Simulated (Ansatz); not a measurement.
fcc against bcc along the 3d metals

Computed with DFT, LDA (PW92), plane waves (420 eV) with PAW, scalar-relativistic (Ansatz). The PAW files were generated under PBE, with cores re-solved for the functional.

Each structure is relaxed within its symmetry, in the lowest magnetic state of the tried starts. Differences under about 8 meV lie within the error of the k-point mesh.

| element | E(fcc) − E(bcc) (meV/atom) | V(fcc) (Å³/atom) | V(bcc) (Å³/atom) | state of fcc | state of bcc |
| --- | --- | --- | --- | --- | --- |
| Sc | -79 | 22.48 | 22.77 | spin not included | spin not included |
| Ti | -38 | 16.06 | 15.91 | spin not included | spin not included |
| V | 289 | 12.98 | 12.54 | spin not included | spin not included |
| Mn | -98 | 10.08 | 10.13 | non-magnetic | spin not included |
| Fe | -73 | 9.60 | 10.39 | non-magnetic | ferromagnetic |
| Co | -120 | 10.07 | 10.21 | ferromagnetic | ferromagnetic |
| Cu | -40 | 10.88 | 10.93 | spin not included | spin not included |
| Zn | -73 | 13.56 | 13.67 | spin not included | spin not included |
